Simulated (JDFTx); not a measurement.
# WS2 (Tungstenite) (P6_3/mmc) in JDFTx: further runs, part 2 of 2

JDFTx 1.7.0 (patched build). The steps go on from the part before.

**4. Relaxation of cell and atoms, PBEsol**

WS2.in

```
lattice Hexagonal 6.0093290763 23.6215765578
coords-type Lattice
ion W      0.6666666667     0.3333333333     0.7500000000 1
ion W      0.3333333333     0.6666666667     0.2500000000 1
ion S      0.6666666667     0.3333333333     0.3750000000 1
ion S      0.3333333333     0.6666666667     0.8750000000 1
ion S      0.6666666667     0.3333333333     0.1250000000 1
ion S      0.3333333333     0.6666666667     0.6250000000 1

ion-species pseudo/W.upf
ion-species pseudo/S.upf
elec-cutoff 37 296
elec-ex-corr gga-PBEsol
kpoint-folding 5 5 2
elec-smearing Fermi 0.0018374661
elec-n-bands 34
electronic-SCF nIterations 100 energyDiffThreshold 1e-09
electronic-minimize nIterations 30 energyDiffThreshold 1e-7
forces-output-coords Cartesian
lattice-minimize nIterations 40 energyDiffThreshold 1e-6

dump-name run.$VAR
dump End Ecomponents EigStats BandEigs Kpoints Forces Stress ElecDensity Dtot KEdensity
```

Potentials or basis: PseudoDojo-SR-PBEsol-0.4.1-standard with smoothed tails.

Run with:

```
$ jdftx -c 1 -i WS2.in -o WS2.out
```

Log:

```text
*************** JDFTx 1.7.0 (patched build) ***************

Input parsed successfully to the following command list (including defaults):
[... the input with its defaults ...]

---------- Setting up symmetries ----------

Found 24 point-group symmetries of the bravais lattice
Found 24 space-group symmetries with basis
Applied RMS atom displacement 3.46949e-10 bohrs to make symmetries exact.

---------- Initializing the Grid ----------
R =
[      6.00933     -3.00466            0  ]
[            0      5.20423            0  ]
[            0            0      23.6216  ]
unit cell volume = 738.74
G =
[    1.04557   0.603661         -0  ]
[          0    1.20732          0  ]
[          0         -0   0.265993  ]
Minimum fftbox size, Smin = [  48  48  184  ]
Chosen fftbox size, S = [  48  48  192  ]

---------- Initializing tighter grid for wavefunction operations ----------
R =
[      6.00933     -3.00466            0  ]
[            0      5.20423            0  ]
[            0            0      23.6216  ]
unit cell volume = 738.74
G =
[    1.04557   0.603661         -0  ]
[          0    1.20732          0  ]
[          0         -0   0.265993  ]
Minimum fftbox size, Smin = [  36  36  132  ]
Chosen fftbox size, S = [  36  36  140  ]

---------- Exchange Correlation functional ----------
Initalized PBEsol GGA exchange.
Initalized PBEsol GGA correlation.

---------- Setting up pseudopotentials ----------
Width of ionic core gaussian charges (only for fluid interactions / plotting) set to 0

Reading pseudopotential file 'pseudo/W.upf':
  'W' pseudopotential, 'PBESOL' functional
  Generated using ONCVPSP code by D. R. Hamann
  14 valence electrons, 4 orbitals, 8 projectors, 1001 radial grid points, with lMax = 3
    5S    l: 0   occupation:  2.0   eigenvalue: -2.907164
    5P    l: 1   occupation:  6.0   eigenvalue: -1.588366
    5D    l: 2   occupation:  4.0   eigenvalue: -0.165815
    6S    l: 0   occupation:  2.0   eigenvalue: -0.211168
  Core radius for overlap checks: 2.00 bohrs.

Reading pseudopotential file 'pseudo/S.upf':
  'S' pseudopotential, 'PBESOL' functional
  Generated using ONCVPSP code by D. R. Hamann
  6 valence electrons, 2 orbitals, 6 projectors, 1001 radial grid points, with lMax = 2
    3S    l: 0   occupation:  2.0   eigenvalue: -0.631879
    3P    l: 1   occupation:  4.0   eigenvalue: -0.256451
  Core radius for overlap checks: 1.58 bohrs.

Initialized 2 species with 6 total atoms.

Folded 1 k-points by 5x5x2 to 50 k-points.

---------- Setting up k-points, bands, fillings ----------
[... 901 lines left out ...]

LatticeMinimize: Iter:  11  F: -179.401277185189741  |grad|_K:  1.429e-03  alpha:  1.000e+00  linmin:  6.393e-02
LatticeMinimize: 	Bad step direction: g.d > 0.
LatticeMinimize: 	Undoing step.

#--- Lowdin population analysis ---
# oxidation-state W +0.412 +0.412
# oxidation-state S -0.089 -0.089 -0.089 -0.089

-------- Electronic minimization -----------
Will mix electronic density at each iteration.
	FillingsUpdate:  mu: +0.432810922  nElectrons: 52.000000
	FillingsUpdate:  mu: +0.432810361  nElectrons: 52.000000
SCF: Cycle:  0   F: -179.401277185150803   dF: +3.902e-11   |Residual|: 4.001e-06   |deigs|: 6.094e-10
	FillingsUpdate:  mu: +0.432810770  nElectrons: 52.000000
SCF: Cycle:  1   F: -179.401277185406258   dF: -2.555e-10   |Residual|: 1.759e-06   |deigs|: 7.952e-07
	FillingsUpdate:  mu: +0.432810741  nElectrons: 52.000000
SCF: Cycle:  2   F: -179.401277185436413   dF: -3.016e-11   |Residual|: 9.515e-07   |deigs|: 9.157e-08
SCF: Converged (|Delta E|<1.000000e-09 for 2 iters).

Setting wave functions to eigenvectors of Hamiltonian
LatticeMinimize: 	Step failed: resetting history.
# Lattice vectors:
R =
[      5.94121     -2.97061            0  ]
[            0      5.14524            0  ]
[            0            0      23.8591  ]
unit cell volume = 729.347
[... 27 lines left out ...]
# Energy components:
   Eewald =     -116.0523393894935822
       EH =       54.8831218471411546
     Eloc =     -176.7428052549589381
      Enl =       31.3763986669984298
      Exc =      -45.6413055730023132
 Exc_core =       16.5288924610990158
       KE =       56.2467601036597387
-------------------------------------
     Etot =     -179.4012771385564804
       TS =        0.0000000468799259
-------------------------------------
        F =     -179.4012771854364132

LatticeMinimize: Iter:  12  F: -179.401277185436413  |grad|_K:  1.438e-03

#--- Lowdin population analysis ---
# oxidation-state W +0.412 +0.412
# oxidation-state S -0.089 -0.089 -0.089 -0.089

-------- Electronic minimization -----------
Will mix electronic density at each iteration.
	FillingsUpdate:  mu: +0.432810741  nElectrons: 52.000000
	FillingsUpdate:  mu: +0.432832543  nElectrons: 52.000000
SCF: Cycle:  0   F: -179.401278627560629   dF: +1.100e-07   |Residual|: 2.492e-04   |deigs|: 1.493e-08
	FillingsUpdate:  mu: +0.432854435  nElectrons: 52.000000
SCF: Cycle:  1   F: -179.401279026836875   dF: -3.993e-07   |Residual|: 9.173e-05   |deigs|: 4.374e-05
	FillingsUpdate:  mu: +0.432849439  nElectrons: 52.000000
[... 2 further cycles ...]
SCF: Cycle:  4   F: -179.401279045881381   dF: -7.122e-10   |Residual|: 6.948e-06   |deigs|: 1.555e-06
	FillingsUpdate:  mu: +0.432850232  nElectrons: 52.000000
SCF: Cycle:  5   F: -179.401279046125524   dF: -2.441e-10   |Residual|: 2.285e-06   |deigs|: 4.514e-07
[... 308 lines left out ...]
# Energy components:
   Eewald =     -115.8836353490375899
       EH =       54.9926947294179271
     Eloc =     -177.0202725334905551
      Enl =       31.3761562349822967
      Exc =      -45.6402864726305211
 Exc_core =       16.5288924645216007
       KE =       56.2451649959943794
-------------------------------------
     Etot =     -179.4012859302424943
       TS =        0.0000000468480880
-------------------------------------
        F =     -179.4012859770905948

LatticeMinimize: Iter:  17  F: -179.401285977090595  |grad|_K:  1.159e-04  alpha:  1.000e+00  linmin: -1.696e-01
LatticeMinimize: Converged (|Delta F|<1.000000e-06 for 2 iters).

#--- Lowdin population analysis ---
# oxidation-state W +0.413 +0.413
# oxidation-state S -0.089 -0.089 -0.089 -0.089

Dumping 'run.eigStats' ...
	eMin: -2.324493 at state 0 ( [ +0.000000 +0.000000 +0.000000 ] spin 0 )
	HOMO: +0.412671 at state 0 ( [ +0.000000 +0.000000 +0.000000 ] spin 0 )
	mu  : +0.432110
	LUMO: +0.454841 at state 6 ( [ +0.200000 +0.200000 +0.000000 ] spin 0 )
	eMax: +0.596151 at state 8 ( [ +0.200000 +0.400000 +0.000000 ] spin 0 )
	HOMO-LUMO gap: +0.042169
	Optical gap  : +0.089036 at state 0 ( [ +0.000000 +0.000000 +0.000000 ] spin 0 )
Done!
[note: mu as printed may lie anywhere between the filled and the empty levels]
```

Wall time 20 min (1 thread of Intel Xeon Platinum 8375C at 2.90GHz (Ice Lake), shared host); peak memory 0.33 GiB.

Results:

```yaml
Free_energy: -4881.7577 eV
Relaxed_volume: 18.05 Å³/atom
Relaxed_cell: a = 3.147 Å, b = 3.147 Å, c = 12.627 Å, α = 90.00°, β = 90.00°, γ = 120.00°
Space_group_after_relaxing_to_0.05_Å: P6_3/mmc (No. 194)
Energy_gained_by_relaxing: 4.1 meV/atom
Ionic_steps: 18
Pressure_after_relaxing: 0.0 GPa
Band_gap_on_the_k_mesh: 1.15 eV, indirect (least direct gap 2.42 eV)
```

Forces in eV/Å, atoms in the order of the input:
```
W    0.000  0.000  0.000
W    0.000  0.000  0.000
S    0.000  0.000 -0.002
S    0.000  0.000 -0.002
S    0.000  0.000  0.002
S    0.000  0.000  0.002
```

The path:
```tsv
step	energy change (eV)	largest force (eV/Å)	pressure (GPa)	volume (Å³)
1	0.0000	0.1512	-2.71	109.47
2	-0.0057	0.0863	-2.17	109.20
3	-0.0157	0.0360	-0.95	108.50
4	-0.0206	0.0588	-0.34	108.01
5	-0.0237	0.0531	0.40	107.32
6	-0.0238	0.0386	0.11	107.29
7	-0.0241	0.0332	0.00	107.43
8	-0.0242	0.0357	-0.15	107.62
9	-0.0244	0.0017	-0.02	107.75
10	-0.0245	0.0017	0.00	107.75
11	-0.0245	0.0140	-0.02	107.79
12	-0.0246	0.0292	0.04	108.08
13	-0.0246	0.0296	0.03	108.08
14	-0.0247	0.0225	0.06	108.08
15	-0.0248	0.0095	0.07	108.14
16	-0.0248	0.0096	0.00	108.21
17	-0.0249	0.0039	0.00	108.25
18	-0.0249	0.0023	0.00	108.28
```

Final structure:
```yaml
crystal:
  lattice:
    - [3.14674, 0.00000, 0.00000]
    - [-1.57337, 2.72516, 0.00000]
    - [0.00000, 0.00000, 12.62670]
  atoms:
    - { symbol: W, position: [0.66667, 0.33333, 0.75000] }
    - { symbol: W, position: [0.33333, 0.66667, 0.25000] }
    - { symbol: S, position: [0.66667, 0.33333, 0.37413] }
    - { symbol: S, position: [0.33333, 0.66667, 0.87413] }
    - { symbol: S, position: [0.66667, 0.33333, 0.12587] }
    - { symbol: S, position: [0.33333, 0.66667, 0.62587] }
```

Caveat: the k mesh is coarse (spacing up to 0.46 Å⁻¹), so the values aren't converged; spin-orbit coupling is left out, which moves the levels of the heavy elements; an odd mesh through Γ misses points on the zone boundary, where band edges often lie; this functional lacks dispersion, which binds the layers, so the pressure and a relaxed spacing across them are unreliable.

**5. The runs side by side**

```tsv
task	level	potentials or basis	cell	k mesh	cutoff (eV)	further solve for the empty bands	gap on the mesh (eV)	pressure (GPa)	relaxed volume (Å³/atom)
single point	PBEsol	PseudoDojo-SR-PBEsol-0.4.1-standard with smoothed tails	as given	4 × 4 × 1	1007	yes	1.35	-3.0	-
relaxation of cell and atoms	LDA	PseudoDojo-SR-LDA-0.4.1-standard with smoothed tails	relaxed	5 × 5 × 2	952	no	0.91	-0.1	17.14
relaxation of cell and atoms	PBEsol	PseudoDojo-SR-PBEsol-0.4.1-standard with smoothed tails	relaxed	5 × 5 × 2	1007	no	1.15	0.0	18.05
```

Alike in all rows: no spin polarisation; smearing fermi-dirac 0.05 eV; the mesh is coarse, so values aren't converged.

Caveats: all runs use coarse meshes; spin-orbit coupling is left out, which moves the levels of the heavy elements; an odd mesh through Γ misses points on the zone boundary, where band edges often lie; this functional lacks dispersion, which binds the layers, so the pressure and a relaxed spacing across them are unreliable (some runs); the empty levels aren't tightly converged (some runs); the plane waves are those of the starting cell, so after so large a change of volume the result is rough (some runs).

Total energies depend on the potentials used, so only differences within one code and one set of settings carry meaning.
